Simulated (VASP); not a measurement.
# ZnS (F-43m) in VASP: a series of runs

One crystal, ZnS, is run at these levels: PBE; tasks: band structure, Born charges and dielectric tensor.

Program: VASP 6.6.1. These are calculated values, not measurements. Logs are shortened: lines on timing, memory, paths and dates and some standing lists are left out, and cuts for length are marked.

## (1) Starting point

It takes space group F-43m (No. 216, cubic). The conventional cell has a = 5.590 Å, b = 5.590 Å, c = 5.590 Å, α = 90.00°, β = 90.00°, γ = 90.00°. Zn (site symmetry -43m) is surrounded by 4 S at 2.42 Å. S (site symmetry -43m) is surrounded by 4 Zn at 2.42 Å.

## (2) Band structure, PBE

Contents of INCAR:

```
SYSTEM = ZnS
  PREC = Accurate
  ENCUT = 520
  EDIFF = 1E-7
  ISMEAR = 0
  SIGMA = 0.02
  LREAL = .False.
  LASPH = .True.
  NELM = 80
  ALGO = Fast
  ISIF = 2
  LWAVE = .False.
  LCHARG = .False.
  GGA = PE
```

Contents of KPOINTS:

```
Automatic mesh
0
Gamma
  2 2 2
  0 0 0
```

Contents of POSCAR:

```
ZnS                                     
1.0
    0.0000000000      2.7949418833      2.7949418833
    2.7949418833      0.0000000000      2.7949418833
    2.7949418833      2.7949418833      0.0000000000
  Zn              S             
     1     1
Direct
     0.2500000000000000    0.2500000000000000    0.2500000000000000
     1.0000000000000000    1.0000000000000000    1.0000000000000000
```

Contents of KPOINTS_OPT:

```
path GXWKGLUWLK,UX
10
line-mode
reciprocal
 0.0000000000  0.0000000000  0.0000000000  G
 0.5000000000  0.0000000000  0.5000000000  X

 0.5000000000  0.0000000000  0.5000000000  X
 0.5000000000  0.2500000000  0.7500000000  W

 0.5000000000  0.2500000000  0.7500000000  W
 0.3750000000  0.3750000000  0.7500000000  K

 0.3750000000  0.3750000000  0.7500000000  K
 0.0000000000  0.0000000000  0.0000000000  G

 0.0000000000  0.0000000000  0.0000000000  G
 0.5000000000  0.5000000000  0.5000000000  L

 0.5000000000  0.5000000000  0.5000000000  L
 0.6250000000  0.2500000000  0.6250000000  U

 0.6250000000  0.2500000000  0.6250000000  U
 0.5000000000  0.2500000000  0.7500000000  W

 0.5000000000  0.2500000000  0.7500000000  W
 0.5000000000  0.5000000000  0.5000000000  L

 0.5000000000  0.5000000000  0.5000000000  L
 0.3750000000  0.3750000000  0.7500000000  K

 0.6250000000  0.2500000000  0.6250000000  U
 0.5000000000  0.0000000000  0.5000000000  X
```

Potentials or basis: VASP PAW PBE potentials, release 64 (Zn, S).

Command:

```bash
$ cat potpaw_PBE.64/Zn/POTCAR potpaw_PBE.64/S/POTCAR > POTCAR
$ mpirun -np 1 vasp_std > vasp.out
```

OUTCAR:

```text
SYSTEM = ZnS
   PREC = Accurate
   ENCUT = 520
   EDIFF = 1E-7
   ISMEAR = 0
   LREAL = .False.
   LASPH = .True.
   NELM = 80
   ISIF = 2
   GGA = PE

 ion  position               nearest neighbor table
   1  0.250  0.250  0.250-   2 2.42   2 2.42   2 2.42   2 2.42
   2  0.000  0.000  0.000-   1 2.42   1 2.42   1 2.42   1 2.42

  LATTYP: Found a face centered cubic cell.
 ALAT       =     5.5898837666

  Lattice vectors:

 A1 = (   0.0000000000,   2.7949418833,   2.7949418833)
 A2 = (   2.7949418833,   0.0000000000,   2.7949418833)
 A3 = (   2.7949418833,   2.7949418833,   0.0000000000)

Analysis of symmetry for initial positions (statically):
=====================================================================
 Subroutine PRICEL returns:
 Original cell was already a primitive cell.

 Routine SETGRP: Setting up the symmetry group for a
 face centered cubic supercell.

 Subroutine GETGRP returns: Found 24 space group operations
 (whereof 24 operations were pure point group operations)
 out of a pool of 48 trial point group operations.

The static configuration has the point symmetry T_d .

Analysis of symmetry for dynamics (positions and initial velocities):
=====================================================================
 Subroutine PRICEL returns:
 Original cell was already a primitive cell.

 Routine SETGRP: Setting up the symmetry group for a
 face centered cubic supercell.

 Subroutine GETGRP returns: Found 24 space group operations
 (whereof 24 operations were pure point group operations)
 out of a pool of 48 trial point group operations.

The dynamic configuration has the point symmetry T_d .

 Subroutine INISYM returns: Found 24 space group operations
 (whereof 24 operations are pure point group operations),
 and found     1 'primitive' translations

----------------------------------------------------------------------------------------

                                     Primitive cell

  volume of cell :      43.6665

  direct lattice vectors                    reciprocal lattice vectors
     0.000000000  2.794941883  2.794941883    -0.178894596  0.178894596  0.178894596
     2.794941883  0.000000000  2.794941883     0.178894596 -0.178894596  0.178894596
     2.794941883  2.794941883  0.000000000     0.178894596  0.178894596 -0.178894596

  length of vectors
     3.952644717  3.952644717  3.952644717     0.309854530  0.309854530  0.309854530

  position of ions in fractional coordinates (direct lattice)
     0.250000000  0.250000000  0.250000000
     0.000000000  0.000000000  0.000000000

  ion indices of the primitive-cell ions
   primitive index   ion index
                 1           1
                 2           2

----------------------------------------------------------------------------------------

 KPOINTS: Automatic mesh

Automatic generation of k-mesh.
 Grid dimensions read from file:
 generate k-points for:    2    2    2

 Generating k-lattice:

  Cartesian coordinates                     Fractional coordinates (reciprocal lattice)
    -0.089447298  0.089447298  0.089447298     0.500000000  0.000000000  0.000000000
     0.089447298 -0.089447298  0.089447298     0.000000000  0.500000000  0.000000000
     0.089447298  0.089447298 -0.089447298     0.000000000  0.000000000  0.500000000

  Length of vectors
     0.154927265  0.154927265  0.154927265

  Shift w.r.t. Gamma in fractional coordinates (k-lattice)
     0.000000000  0.000000000  0.000000000

 Subroutine IBZKPT returns following result:
 ===========================================

 Found      3 irreducible k-points:

 Following reciprocal coordinates:
            Coordinates               Weight
  0.000000  0.000000  0.000000      1.000000
  0.500000  0.000000  0.000000      4.000000
  0.500000  0.500000  0.000000      3.000000
   k-points           NKPTS =      3   k-points in BZ     NKDIM =      3   number of bands    NBANDS=     13
   number of dos      NEDOS =    301   number of ions     NIONS =      2
   total plane-waves  NPLWV =  27000
   dimension x,y,z NGX =    30 NGY =   30 NGZ =   30
   dimension x,y,z NGXF=    60 NGYF=   60 NGZF=   60
   ions per type =               1   1
   NGX,Y,Z   is equivalent  to a cutoff of  12.62, 12.62, 12.62 a.u.
   NGXF,Y,Z  is equivalent  to a cutoff of  25.24, 25.24, 25.24 a.u.
 SYSTEM =  ZnS
   PREC   = accura    normal or accurate (medium, high low for compatibility)
   ISTART =      0    job   : 0-new  1-cont  2-samecut
   ICHARG =      2    charge: 1-file 2-atom 10-const
   ISPIN  =      1    spin polarized calculation?
   LNONCOLLINEAR =      F non collinear calculations
   LSORBIT =      F    spin-orbit coupling
   LASPH  =      T    aspherical Exc in radial PAW
   ENCUT  =  520.0 eV  38.22 Ry    6.18 a.u.   7.35  7.35  7.35*2*pi/ulx,y,z
   NELM   =     80;   NELMIN=  2; NELMDL= -5     # of ELM steps
   EDIFF  = 0.1E-06   stopping-criterion for ELM
   LREAL  =      F    real-space projection
   EDIFFG = 0.1E-05   stopping-criterion for IOM
   NSW    =      0    number of steps for IOM
   IBRION =     -1    ionic relax: 0-MD 1-quasi-New 2-CG
   NFREE  =      0    steps in history (QN), initial steepest desc. (CG)
   ISIF   =      2    stress and relaxation
   ISYM   =      2    0-nonsym 1-usesym 2-fastsym
   POTIM  = 0.5000    time-step for ionic-motion
   TEBEG  =    0.0;   TEEND  =   0.0 temperature during run
   PSTRESS=    0.0 pullay stress
   NELECT =      18.0000    total number of electrons
   NUPDOWN=      -1.0000    fix difference up-down
   EMIN   =  10.00;   EMAX   =-10.00  energy-range for DOS
   EFERMI =   0.00;   METHOD = LEGACY
   ISMEAR =     0;   SIGMA  =   0.02  broadening in eV -4-tet -1-fermi 0-gaus
   EFERMI_NEDOS =   21; number of points for ismear=-14 and -15
   IALGO  =     68    algorithm
   IMIX   =      4    mixing-type and parameters
     AMIX     =   0.40;   BMIX     =  1.00
     AMIX_MAG =   1.60;   BMIX_MAG =  1.00
  volume/ion in A,a.u.               =      21.83       147.34
  Fermi-wavevector in a.u.,A,eV,Ry     =   1.218380  2.302405 20.197178  1.484451
  Thomas-Fermi vector in A             =   2.353669
   LORBIT       =      0    0 simple, 1 ext, 2 COOP (PROOUT), +10 PAW based schemes
   GGA     = PE    functional components
   LHFCALC =     F    Hartree Fock is set to
   AEXX    =    0.0000 exact exchange contribution
   IVDW    =     0    specifies the selected vdW correction
   LEPSILON=     F    determine dielectric tensor
   LRPA    =     F    only Hartree local field effects (RPA)
 non-spin polarized calculation
 RMM-DIIS sequential band-by-band and
 Gauss-broadening in eV      SIGMA  =   0.02
  energy-cutoff  :      520.00
  volume of cell :       43.67
 maximum number of plane-waves:      1243
 NGX is ok and might be reduce to    30
   NGX = 15   NGY = 15   NGZ = 15

 number of electron      17.9999986 magnetization

 Free energy of the ion-electron system (eV)
  ---------------------------------------------------
  ext. energy  EPLUGINS =         0.00000000
  ---------------------------------------------------
  free energy    TOTEN  =        -5.67801709 eV

  energy without entropy =       -5.67801709  energy(sigma->0) =       -5.67801709

 E-fermi :   1.6828     XC(G=0):  -9.0160

 val. band max:        1.5509829614   @ k =   0.0000   0.0000   0.0000
 cond. band min:       3.0851468376   @ k =   0.0000   0.0000   0.0000
 fundamental gap:      1.5341638762
 Fermi energy:         1.6828304630

 k-point     1 :       0.0000    0.0000    0.0000
  band No.  band energies     occupation
      1     -10.9058      2.00000
      2      -4.8142      2.00000
      3      -4.8142      2.00000
      4      -4.8142      2.00000
      5      -4.4668      2.00000
      6      -4.4668      2.00000
      7       1.5510      2.00000
      8       1.5510      2.00000
      9       1.5510      2.00000
     10       3.0851      0.00000
     11       7.7528      0.00000
     12       7.7528      0.00000
     13       7.7528      0.00000

 k-point     2 :       0.5000    0.0000    0.0000
  band No.  band energies     occupation
      1     -10.1169      2.00000
      2      -4.7289      2.00000
      3      -4.7289      2.00000
      4      -4.4431      2.00000
      5      -4.4431      2.00000
      6      -4.2852      2.00000
      7      -3.2402      2.00000
      8       0.7978      2.00000
      9       0.7978      2.00000
     10       4.4600      0.00000
     11       8.2846      0.00000
     12       8.2846      0.00000
     13       9.9721      0.00000

 k-point     3 :       0.5000    0.5000    0.0000
  band No.  band energies     occupation
      1      -9.8526      2.00000
      2      -4.7575      2.00000
      3      -4.5636      2.00000
      4      -4.5636      2.00000
      5      -4.4116      2.00000
      6      -4.2646      2.00000
      7      -2.8104      2.00000
      8      -0.3783      2.00000
      9      -0.3783      2.00000
     10       4.9602      0.00000
     11       5.4032      0.00000
     12      11.8638      0.00000
     13      12.6721      0.00000

------------------------ aborting loop because EDIFF is reached ----------------------------------------

  FORCE on cell =-STRESS in cart. coord.  units (eV):
  Direction    XX          YY          ZZ          XY          YZ          ZX
  --------------------------------------------------------------------------------------
  -------------------------------------------------------------------------------------
  Total       -0.0017050     -0.0017050     -0.0017050      0.0000000     -0.0000000     -0.0000000
  in kB       -0.0625591     -0.0625591     -0.0625591      0.0000000     -0.0000000     -0.0000000
  external PRESSURE =      -0.0625591 kB  Pullay stress =       0.0000000 kB

 VOLUME and BASIS-vectors are now :
 -----------------------------------------------------------------------------
  energy-cutoff  :      520.00
  volume of cell :       43.67
      direct lattice vectors                 reciprocal lattice vectors
     0.000000000  2.794941883  2.794941883    -0.178894596  0.178894596  0.178894596
     2.794941883  0.000000000  2.794941883     0.178894596 -0.178894596  0.178894596
     2.794941883  2.794941883  0.000000000     0.178894596  0.178894596 -0.178894596

 POSITION                                       TOTAL-FORCE (eV/Angst)
 -----------------------------------------------------------------------------------
      1.39747      1.39747      1.39747         0.000000      0.000000      0.000000
      0.00000      0.00000      0.00000        -0.000000     -0.000000     -0.000000
 -----------------------------------------------------------------------------------
    total drift:                                0.000001      0.000001      0.000000

  FREE ENERGIE OF THE ION-ELECTRON SYSTEM (eV)
  ---------------------------------------------------
  free  energy   TOTEN  =        -5.6780170947 eV

  energy  without entropy=       -5.6780170947  energy(sigma->0) =       -5.67801709
```

Wall time 32 s (1 thread of Intel Xeon Platinum 8488C (Sapphire Rapids), shared host); peak memory 0.16 GiB.

Results:

```
Free energy             : -5.6780 eV
Pressure                : 0.0 GPa
Band gap on the k mesh  : 1.53 eV, direct
Band gap along the path : 1.53 eV, direct
```

Levels at the corners of the path, in eV from the valence-band top:
| point | band 5 | band 6 | band 7 | band 8 | band 9 | band 10 | band 11 | band 12 | band 13 |
| --- | --- | --- | --- | --- | --- | --- | --- | --- | --- |
| Γ | -6.02 | -6.02 | 0.00 | 0.00 | 0.00 | 1.53 | 6.20 | 6.20 | 6.20 |
| X | -5.96 | -5.82 | -4.36 | -1.93 | -1.93 | 3.41 | 3.85 | 10.31 | 11.12 |
| X | -5.96 | -5.82 | -4.36 | -1.93 | -1.93 | 3.41 | 3.85 | 10.31 | 11.12 |
| W | -6.04 | -5.69 | -4.28 | -2.43 | -2.36 | 5.45 | 5.59 | 7.41 | 8.16 |
| W | -6.04 | -5.69 | -4.28 | -2.43 | -2.36 | 5.45 | 5.59 | 7.41 | 8.16 |
| K | -5.99 | -5.72 | -4.32 | -2.74 | -1.57 | 3.98 | 5.61 | 9.08 | 9.31 |
| K | -5.99 | -5.72 | -4.32 | -2.74 | -1.57 | 3.98 | 5.61 | 9.08 | 9.31 |
| Γ | -6.02 | -6.02 | 0.00 | 0.00 | 0.00 | 1.53 | 6.20 | 6.20 | 6.20 |
| Γ | -6.02 | -6.02 | 0.00 | 0.00 | 0.00 | 1.53 | 6.20 | 6.20 | 6.20 |
| L | -5.99 | -5.84 | -4.79 | -0.75 | -0.75 | 2.91 | 6.73 | 6.73 | 8.42 |
| L | -5.99 | -5.84 | -4.79 | -0.75 | -0.75 | 2.91 | 6.73 | 6.73 | 8.42 |
| U | -5.99 | -5.72 | -4.32 | -2.74 | -1.57 | 3.98 | 5.61 | 9.08 | 9.31 |
| U | -5.99 | -5.72 | -4.32 | -2.74 | -1.57 | 3.98 | 5.61 | 9.08 | 9.31 |
| W | -6.04 | -5.69 | -4.28 | -2.43 | -2.36 | 5.45 | 5.59 | 7.41 | 8.16 |
| W | -6.04 | -5.69 | -4.28 | -2.43 | -2.36 | 5.45 | 5.59 | 7.41 | 8.16 |
| L | -5.99 | -5.84 | -4.79 | -0.75 | -0.75 | 2.91 | 6.73 | 6.73 | 8.42 |
| L | -5.99 | -5.84 | -4.79 | -0.75 | -0.75 | 2.91 | 6.73 | 6.73 | 8.42 |
| K | -5.99 | -5.72 | -4.32 | -2.74 | -1.57 | 3.98 | 5.61 | 9.08 | 9.31 |
| U | -5.99 | -5.72 | -4.32 | -2.74 | -1.57 | 3.98 | 5.61 | 9.08 | 9.31 |
| X | -5.96 | -5.82 | -4.36 | -1.93 | -1.93 | 3.41 | 3.85 | 10.31 | 11.12 |

Caveat: the k mesh is coarse (spacing up to 0.97 Å⁻¹), so the values aren't converged.

## (3) Born charges and dielectric tensor, PBE

Contents of INCAR:

```
PREC = Accurate
ENCUT = 520
EDIFF = 1E-8
ISMEAR = 0
SIGMA = 0.02
LREAL = False
LASPH = True
NELM = 80
ALGO = Fast
ISIF = 2
LWAVE = False
LCHARG = False
GGA = PE
LEPSILON = True
IBRION = 8
NSW = 1
```

Contents of KPOINTS:

```
Automatic mesh
0
Gamma
  2 2 2
```

POSCAR is that of step 2.

Potentials or basis: VASP PAW PBE potentials, release 64 (Zn, S).

Command:

```bash
$ cat potpaw_PBE.64/Zn/POTCAR potpaw_PBE.64/S/POTCAR > POTCAR
$ mpirun -np 1 vasp_std > vasp.out
```

OUTCAR:

```text
PREC = Accurate
   ENCUT = 520
   EDIFF = 1E-8
   ISMEAR = 0
   LREAL = False
   LASPH = True
   NELM = 80
   ISIF = 2
   GGA = PE
   LEPSILON = True
   IBRION = 8
   NSW = 1

 ion  position               nearest neighbor table
   1  0.250  0.250  0.250-   2 2.42   2 2.42   2 2.42   2 2.42
   2  0.000  0.000  0.000-   1 2.42   1 2.42   1 2.42   1 2.42

  LATTYP: Found a face centered cubic cell.
 ALAT       =     5.5898837666

[... 355 lines left out ...]
      0.000000  0.000000  0.000000     0.000000   -0.821734    0.000000
[... 21 lines left out ...]
   6 f/i=    0.030584 THz     0.192165 2PiTHz    1.020175 cm-1     0.126485 meV
             X         Y         Z           dx          dy          dz
      1.397471  1.397471  1.397471     0.000000    0.000000    0.821734
      0.000000  0.000000  0.000000     0.000000    0.000000    0.569872

--------------------------------------------------------------------------------------------------------

 MACROSCOPIC STATIC DIELECTRIC TENSOR IONIC CONTRIBUTION
 ------------------------------------------------------
          33.469509     0.000000    -0.000000
           0.000000    33.469509    -0.000000
          -0.000000    -0.000000    33.469509
 ------------------------------------------------------

 ELASTIC MODULI CONTR FROM IONIC RELAXATION (kBar)
 Direction    XX          YY          ZZ          XY          YZ          ZX
 --------------------------------------------------------------------------------
 XX          -0.0000      0.0000      0.0000     -0.0000      0.0000     -0.0000
 YY           0.0000     -0.0000      0.0000     -0.0000     -0.0000      0.0000
 ZZ           0.0000      0.0000     -0.0000      0.0000     -0.0000     -0.0000
 XY          -0.0000     -0.0000      0.0000    -29.1788      0.0000      0.0000
 YZ           0.0000     -0.0000     -0.0000      0.0000    -29.1788     -0.0000
 ZX          -0.0000      0.0000     -0.0000      0.0000     -0.0000    -29.1788
 --------------------------------------------------------------------------------

 PIEZOELECTRIC TENSOR IONIC CONTR  for field in x, y, z        (C/m^2)
          XX          YY          ZZ          XY          YZ          ZX
  --------------------------------------------------------------------------------
  x     0.00000    -0.00000    -0.00000     0.00000    -0.92989    -0.00000
  y    -0.00000     0.00000    -0.00000     0.00000    -0.00000    -0.92989
  z    -0.00000    -0.00000     0.00000    -0.92989     0.00000     0.00000
```

OSZICAR:

```text
N       E                     dE             d eps       ncg     rms          rms(c)
DAV:   1     0.816162476988E+02    0.81616E+02   -0.85880E+03    78   0.161E+03
DAV:   2    -0.692950831457E+00   -0.82309E+02   -0.75048E+02    83   0.274E+02
DAV:   3    -0.631738812215E+01   -0.56244E+01   -0.55967E+01    93   0.703E+01
[... 12 lines left out ...]
RMM:   7    -0.109065091941E+00   -0.40946E-05   -0.14005E-06   208   0.326E-03    0.106E-03
RMM:   8    -0.109065931561E+00   -0.83962E-06    0.27962E-07   214   0.766E-04    0.305E-04
RMM:   9    -0.109065117209E+00    0.81435E-06   -0.10725E-07   208   0.405E-04    0.121E-04
RMM:  10    -0.109065715184E+00   -0.59798E-06    0.64951E-08   209   0.158E-04    0.381E-05
RMM:  11    -0.109065817233E+00   -0.10205E-06   -0.32228E-08   222   0.564E-05    0.261E-05
RMM:  12    -0.109065809883E+00    0.73501E-08    0.13733E-08   214   0.209E-05    0.526E-06
 Linear response finished
```

Run time: 76 s. Hardware: 1 thread of Intel Xeon Platinum 8488C (Sapphire Rapids), shared host; peak memory 0.19 GiB.

What came out:

```
Band gap on the k mesh                                  : 1.53 eV, direct
Electronic dielectric tensor (diagonal)                 : 33.48
Born charges (mean of the diagonal)                     : Zn +5.65; S -5.65 e
Highest phonon frequency at Γ, LO-TO splitting left out : 224 cm⁻¹
```

Phonon frequencies in cm⁻¹ (negative: imaginary):
```csv
q point,frequencies
"(0.000, 0.000, 0.000)",-1 -1 -1 224 224 224
```

Electronic dielectric tensor:
```
33.48  0.00  0.00
 0.00 33.48  0.00
 0.00  0.00 33.48
```

Born effective charge tensors (e):
atom 1, Zn
```
5.65 0.00 0.00
0.00 5.65 0.00
0.00 0.00 5.65
```
atom 2, S
```
-5.65  0.00  0.00
 0.00 -5.65  0.00
 0.00  0.00 -5.65
```

Caveat: the k mesh is coarse (spacing up to 0.97 Å⁻¹), so the values aren't converged.
